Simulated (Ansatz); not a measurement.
**Structure types of Rb compared at 0.43 GPa**

Structure types of Rb are relaxed in primitive cells with their symmetry kept at 0.43 GPa, on PAW files; LAPW relaxes the small cells further and takes the PAW cell for the others (marked *). The enthalpy is E + pV at zero temperature, without zero-point motion. Only the types listed were tried, and differences under about 5 meV/atom are mesh noise. The real phase may be another.

Level of theory: DFT with PBE, scalar-relativistic, in Ansatz 0.2.0; Fermi–Dirac smearing of 0.08 eV, no spin polarisation. LAPW: all electrons, basis error target 0.5 meV/atom; PAW: frozen-core files, cutoff 420 eV.

k meshes: fcc 10×10×10, bcc 10×10×10, hcp 9×9×5, dhcp 8×8×2, diamond 7×7×7, simple hexagonal 10×10×9.

Problem. Which type is lowest in enthalpy, and by how much?

Solution. hcp, 2 meV/atom below dhcp, which is within the noise of the k meshes. The whole table:

| start type | ends as | a, b, c (Å) | V (Å³/atom) | H − H(lowest), LAPW (meV/atom) | same, PAW |
| --- | --- | --- | --- | --- | --- |
| fcc | fcc, Fm-3m | 6.866, 6.866, 6.866 | 80.92 | 2.7 | 2.7 |
| bcc | bcc, Im-3m | 5.450, 5.450, 5.450 | 80.92 | 5.2 | 5.2 |
| hcp | hcp, P6_3/mmc | 4.832, 4.832, 7.982 | 80.69 | 0.0 | 0.0 |
| dhcp* | dhcp, P6_3/mmc | 4.863, 4.863, 15.805 | 80.92 | 2.1 | 2.1 |
| diamond | diamond, Fd-3m | 9.470, 9.470, 9.470 | 106.15 | 359.0 | 358.9 |
| simple hexagonal | simple hexagonal, P6/mmm | 4.676, 4.676, 4.384 | 83.03 | 64.9 | 64.9 |
